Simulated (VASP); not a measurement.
# Al2O3 (Ia-3) in VASP: a series of runs, part 2 of 2

VASP 6.6.1. Earlier steps stand in the parts before.

## 3. Electric field gradients, PBE

INCAR reads:

```
PREC     = Accurate       # precision mode
ENCUT    = 520            # plane-wave cutoff, eV
EDIFF    = 1E-8           # SCF threshold, eV
ISMEAR   = -1             # smearing method
SIGMA    = 0.02           # smearing width, eV
LREAL    = Auto         
LASPH    = True           # aspherical terms in the spheres
NELM     = 100            # most SCF steps
ALGO     = Fast           # electronic algorithm
ISIF     = 2              # what is computed and relaxed
LWAVE    = False          # write WAVECAR
LCHARG   = False          # write CHGCAR
GGA      = PE             # functional
LEFG     = True         
NBANDS   = 122            # bands
```

KPOINTS reads:

```
regular mesh
0
Gamma
  4 4 4
```

POSCAR reads:

```
Al2O3
1.0
   -4.4376709900      4.4376709900      4.4376709900
    4.4376709900     -4.4376709900      4.4376709900
    4.4376709900      4.4376709900     -4.4376709900
Al O
16 24
Direct
    0.5000000000      0.0000000000      0.0000000000
    0.9621603400      0.2500000000      0.2121603400
    0.7878396600      0.0378396600      0.7500000000
    0.7121603400      0.4621603400      0.2500000000
    0.7500000000      0.7878396600      0.0378396600
    0.7500000000      0.2878396600      0.5378396600
    0.4621603400      0.2500000000      0.7121603400
    0.0000000000      0.5000000000      0.0000000000
    0.5000000000      0.5000000000      0.5000000000
    0.0000000000      0.0000000000      0.5000000000
    0.5378396600      0.7500000000      0.2878396600
    0.2500000000      0.7121603400      0.4621603400
    0.2500000000      0.2121603400      0.9621603400
    0.2878396600      0.5378396600      0.7500000000
    0.2121603400      0.9621603400      0.2500000000
    0.0378396600      0.7500000000      0.7878396600
    0.7706670600      0.0458728300      0.4971185000
    0.7293329400      0.2264514400      0.2752057700
    0.2735485600      0.0028815000      0.0487543300
    0.9541271700      0.5028815000      0.2293329400
    0.4541271700      0.2247942300      0.4512456700
    0.7735485600      0.7247942300      0.2706670600
    0.0487543300      0.2735485600      0.0028815000
    0.4512456700      0.4541271700      0.2247942300
    0.7247942300      0.2706670600      0.7735485600
    0.7752057700      0.5487543300      0.5458728300
    0.0028815000      0.0487543300      0.2735485600
    0.4971185000      0.7706670600      0.0458728300
    0.9971185000      0.9512456700      0.7264514400
    0.2247942300      0.4512456700      0.4541271700
    0.2752057700      0.7293329400      0.2264514400
    0.5028815000      0.2293329400      0.9541271700
    0.5487543300      0.5458728300      0.7752057700
    0.9512456700      0.7264514400      0.9971185000
    0.5458728300      0.7752057700      0.5487543300
    0.2264514400      0.2752057700      0.7293329400
    0.0458728300      0.4971185000      0.7706670600
    0.7264514400      0.9971185000      0.9512456700
    0.2293329400      0.9541271700      0.5028815000
    0.2706670600      0.7735485600      0.7247942300
```

Potentials or basis: VASP PAW PBE potentials, release 64 (Al, O).

Run with:

```bash
$ cat potpaw_PBE.64/Al/POTCAR potpaw_PBE.64/O/POTCAR > POTCAR
$ mpirun -np 1 vasp_std > vasp.out
```

OUTCAR:

```text
PREC = Accurate
   ENCUT = 520
   EDIFF = 1E-8
   ISMEAR = -1
   LREAL = Auto
   LASPH = True
   NELM = 100
   ISIF = 2
   GGA = PE

 ion  position               nearest neighbor table
   1  0.500  0.000  0.000-  28 1.90  32 1.90  18 1.90  40 1.90  38 1.90  19 1.90   2 2.91   4 2.91
                             5 2.91  13 2.91  14 2.91  16 2.91
   2  0.962  0.250  0.212-  27 1.85  30 1.85  38 1.93  20 1.93  23 1.97  18 1.97   1 2.91   8 2.91
                             4 2.93   5 2.93   3 2.93  12 2.93
   3  0.788  0.038  0.750-  35 1.85  38 1.85  23 1.93  17 1.93  29 1.97  25 1.97   8 2.91  10 2.91
                            11 2.93  13 2.93   2 2.93   6 2.93
   4  0.712  0.462  0.250-  20 1.85  22 1.85  18 1.93  24 1.93  26 1.97  32 1.97   1 2.91   9 2.91
                             6 2.93   2 2.93  11 2.93  13 2.93
   5  0.750  0.788  0.038-  34 1.85  33 1.85  27 1.93  28 1.93  22 1.97  38 1.97   1 2.91  10 2.91
                             2 2.93  11 2.93  15 2.93  14 2.93
   6  0.750  0.288  0.538-  17 1.85  18 1.85  25 1.93  26 1.93  21 1.97  37 1.97   8 2.91   9 2.91
                             7 2.93   3 2.93   4 2.93  16 2.93
   7  0.462  0.250  0.712-  25 1.85  32 1.85  21 1.93  36 1.93  39 1.97  33 1.97   9 2.91  10 2.91
                            14 2.93  15 2.93   6 2.93  13 2.93
   8  0.000  0.500  0.000-  20 1.90  37 1.90  25 1.90  31 1.90  34 1.90  23 1.90   2 2.91   3 2.91
                             6 2.91  12 2.91  15 2.91  16 2.91
   9  0.500  0.500  0.500-  21 1.90  24 1.90  26 1.90  30 1.90  33 1.90  35 1.90   4 2.91   6 2.91
[... 37 lines left out ...]
  39  0.229  0.954  0.503-  12 1.85  10 1.90  15 1.93   7 1.97
  40  0.271  0.774  0.725-  12 1.85   1 1.90  14 1.93  16 1.97

  LATTYP: Found a body centered cubic cell.
 ALAT       =     8.8753419800

  Lattice vectors:

 A1 = (  -4.4376709900,   4.4376709900,   4.4376709900)
 A2 = (   4.4376709900,  -4.4376709900,   4.4376709900)
 A3 = (   4.4376709900,   4.4376709900,  -4.4376709900)

Analysis of symmetry for initial positions (statically):
=====================================================================
 Subroutine PRICEL returns:
 Original cell was already a primitive cell.

 Routine SETGRP: Setting up the symmetry group for a
 body centered cubic supercell.

[... 1146 lines left out ...]
     -2.21884      2.21884      2.21884        -0.000000     -0.000000     -0.000000
     -2.21884      4.10183      4.43767        -0.000000     -0.004364      0.000000
     -0.00000      6.65651      0.33584        -0.000000      0.000000      0.004364
      0.00000      2.21884      4.10183        -0.000000     -0.000000     -0.004364
      0.33584     -0.00000      6.65651         0.004364     -0.000000      0.000000
      0.33584      4.43767      2.21884         0.004364     -0.000000      0.000000
[... 32 lines left out ...]
      5.44802     -0.98478      3.02018         0.031572      0.088375     -0.048152
      5.44802      0.98478      1.41749         0.031572     -0.088375      0.048152
 -----------------------------------------------------------------------------------
    total drift:                                0.000000      0.000000      0.000000

  FREE ENERGIE OF THE ION-ELECTRON SYSTEM (eV)
  ---------------------------------------------------
  free  energy   TOTEN  =      -297.7492140619 eV

  energy  without entropy=     -297.7492140619  energy(sigma->0) =     -297.74921406

 Electric field gradients (V/A^2)
---------------------------------------------------------------------
 ion       V_xx      V_yy      V_zz      V_xy      V_xz      V_yz
---------------------------------------------------------------------
   1      -0.000    -0.000     0.000     5.435    -5.433    -5.433
   2       7.171    -6.544    -0.628    -0.000   -20.226    -0.001
   3      -0.628     7.171    -6.544   -20.226    -0.001    -0.000
   4      -0.627     7.171    -6.544    20.226    -0.001    -0.001
   5      -6.544    -0.628     7.171    -0.001    -0.000   -20.226
   6      -6.544    -0.627     7.171    -0.001    -0.001    20.226
[... 32 lines left out ...]
  39       1.021     5.098    -6.118    -6.670     9.704    16.671
  40       1.021     5.097    -6.119     6.669    -9.705    16.673
---------------------------------------------------------------------

 Electric field gradients after diagonalization (V/A^2)
 (convention: |V_zz| > |V_xx| > |V_yy|)
----------------------------------------------------------------------
 ion       V_xx      V_yy      V_zz     asymmetry (V_yy - V_xx)/ V_zz
----------------------------------------------------------------------
   1      -5.435    -5.432    10.867       0.000
   2     -17.326    -6.544    23.870       0.452
   3     -17.326    -6.544    23.870       0.452
   4     -17.326    -6.544    23.870       0.452
   5     -17.326    -6.544    23.870       0.452
   6     -17.326    -6.544    23.870       0.452
[... 32 lines left out ...]
  39      17.084     6.621   -23.705       0.441
  40      17.085     6.622   -23.707       0.441
----------------------------------------------------------------------

           NMR quadrupolar parameters

 Cq : quadrupolar parameter    Cq=e*Q*V_zz/h
 eta: asymmetry parameters     (V_yy - V_xx)/ V_zz
 Q  : nuclear electric quadrupole moment in mb (millibarn)
----------------------------------------------------------------------
 ion       Cq(MHz)       eta       Q (mb)
----------------------------------------------------------------------
   1       0.026       0.000       1.000
   2       0.058       0.452       1.000
   3       0.058       0.452       1.000
   4       0.058       0.452       1.000
   5       0.058       0.452       1.000
   6       0.058       0.452       1.000
[... 32 lines left out ...]
  39      -0.057       0.441       1.000
  40      -0.057       0.441       1.000
----------------------------------------------------------------------
```

Run time: 13 min. Hardware: 1 thread of Intel Xeon Platinum 8259CL at 2.50GHz (Skylake/Cascade Lake), shared host; peak memory 0.58 GiB.

What came out:

```
Free energy            : -297.7492 eV
Pressure               : 8.1 GPa
Largest force          : 0.105 eV/Å
Band gap on the k mesh : 5.56 eV, indirect (least direct gap 5.59 eV)
```

Forces in eV/Å, atoms in the order of the input:
```
Al   0.000  0.000  0.000
Al   0.000 -0.004  0.000
Al   0.000  0.000  0.004
Al   0.000  0.000 -0.004
Al   0.004  0.000  0.000
Al   0.004  0.000  0.000
Al   0.000 -0.004  0.000
Al   0.000  0.000  0.000
Al   0.000  0.000  0.000
Al   0.000  0.000  0.000
Al   0.000  0.004  0.000
Al  -0.004  0.000  0.000
Al  -0.004  0.000  0.000
Al   0.000  0.000  0.004
Al   0.000  0.000 -0.004
Al   0.000  0.004  0.000
O   -0.032 -0.088  0.048
O   -0.032  0.088 -0.048
O    0.088  0.048  0.032
O    0.088 -0.048  0.032
O   -0.088 -0.048  0.032
O   -0.088  0.048  0.032
O    0.032  0.088  0.048
O    0.032 -0.088 -0.048
O    0.048  0.032 -0.088
O    0.048 -0.032  0.088
O    0.048  0.032  0.088
O    0.048 -0.032 -0.088
O   -0.048 -0.032 -0.088
O   -0.048  0.032 -0.088
O   -0.048 -0.032  0.088
O   -0.048  0.032  0.088
O   -0.032  0.088  0.048
O   -0.032 -0.088 -0.048
O    0.088  0.048 -0.032
O    0.088 -0.048 -0.032
O   -0.088  0.048 -0.032
O   -0.088 -0.048 -0.032
O    0.032  0.088 -0.048
O    0.032 -0.088  0.048
```

Electric field gradients, principal values (V/Å²):
```tsv
atom	Vxx	Vyy	Vzz
1 Al	-5.432	-5.435	10.867
2 Al	-6.544	-17.326	23.870
3 Al	-6.544	-17.326	23.870
4 Al	-6.544	-17.326	23.870
5 Al	-6.544	-17.326	23.870
6 Al	-6.544	-17.326	23.870
7 Al	-6.544	-17.326	23.870
8 Al	-5.432	-5.435	10.867
9 Al	-5.436	-5.436	10.872
10 Al	-5.432	-5.435	10.867
11 Al	-6.544	-17.326	23.870
12 Al	-6.544	-17.326	23.870
13 Al	-6.544	-17.326	23.870
14 Al	-6.544	-17.326	23.870
15 Al	-6.544	-17.326	23.870
16 Al	-6.544	-17.326	23.870
17 O	6.621	17.084	-23.705
18 O	6.622	17.085	-23.707
19 O	6.620	17.085	-23.705
20 O	6.621	17.084	-23.705
21 O	6.621	17.085	-23.706
22 O	6.622	17.085	-23.707
23 O	6.620	17.085	-23.705
24 O	6.621	17.085	-23.706
25 O	6.622	17.085	-23.707
26 O	6.621	17.085	-23.706
27 O	6.620	17.085	-23.705
28 O	6.621	17.084	-23.705
29 O	6.620	17.085	-23.705
30 O	6.621	17.085	-23.706
31 O	6.622	17.085	-23.707
32 O	6.621	17.084	-23.705
33 O	6.621	17.085	-23.706
34 O	6.620	17.085	-23.705
35 O	6.621	17.085	-23.706
36 O	6.622	17.085	-23.707
37 O	6.621	17.084	-23.705
38 O	6.620	17.085	-23.705
39 O	6.621	17.084	-23.705
40 O	6.622	17.085	-23.707
```
